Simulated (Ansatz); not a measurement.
Trial structure of CdHg5Te6, not yet relaxed:

```cif
data_structure
_symmetry_space_group_name_H-M 'P-3m1'
_symmetry_Int_Tables_number 164
_cell_length_a 4.4209
_cell_length_b 4.4209
_cell_length_c 21.6580
_cell_angle_alpha 90.000
_cell_angle_beta 90.000
_cell_angle_gamma 120.000
_cell_volume 366.58
loop_
_atom_site_label
_atom_site_type_symbol
_atom_site_symmetry_multiplicity
_atom_site_Wyckoff_symbol
_atom_site_fract_x
_atom_site_fract_y
_atom_site_fract_z
_atom_site_occupancy
Cd1 Cd 1 a 0.00000 0.00000 0.00000 1
Hg1 Hg 2 d 0.66667 0.33333 0.66667 1
Hg2 Hg 1 b 0.00000 0.00000 0.50000 1
Hg3 Hg 2 d 0.66667 0.33333 0.16667 1
Te1 Te 2 d 0.33333 0.66667 0.58333 1
Te2 Te 2 c 0.00000 0.00000 0.25000 1
Te3 Te 2 d 0.33333 0.66667 0.08333 1
```

All numbers below come from DFT PBE, scalar-relativistic, plane waves, PAW in Ansatz. Cutoff 420 eV; k points 6×6×1 on the computed 12-atom cell (Γ-centred); Gaussian smearing, width 0.10 eV; no spin polarisation.

Energies over the elements count from the elements' standard structures at the same level, with no fitted energy shifts. The references include crystalline Hg.

Question: What does a single point on this coarse mesh give?

Answer: The pressure is -2.3 GPa (the mean over three directions, positive in compression), the largest force is 0.18 eV/Å, and the energy is −0.06 eV/atom against the elements. The shortest distance is 3.13 Å.

Question: How much does it gain on relaxing, and where does it end?

Answer: Relaxing gains under 0.1 eV/atom (the start's value is from the coarse mesh, so the gain is rough) in 5 ionic steps and ends at −0.06 eV/atom on the finer mesh. The symmetry stays P-3m1 (No. 164). The volume per atom shrinks by 5.2 %, from 30.5 to 29.0 Å³. The shortest distance goes from 3.13 Å (Cd–Te and Hg–Te) to 3.05 Å (Cd–Te). Conventional cell: a = 4.342 Å, c = 21.280 Å. Cd has 6 Te at 3.05 Å; Hg on a site of symmetry 3m has 6 Te at 3.06–3.08 Å; around Te on its first site lie 6 Hg at 3.07–3.08 Å; 4 more sites not described.

The last run used a 12×12×2 mesh (in the run's order of axes) for its 12-atom cell and Gaussian smearing of 0.10 eV. These runs have no spin–orbit coupling, which can matter for Hg and Te. The reference form of Te is held partly by dispersion forces, which this level lacks. The relaxation can't lower the symmetry of the start. Symmetry constrained the relaxation, so the result can be a saddle point.
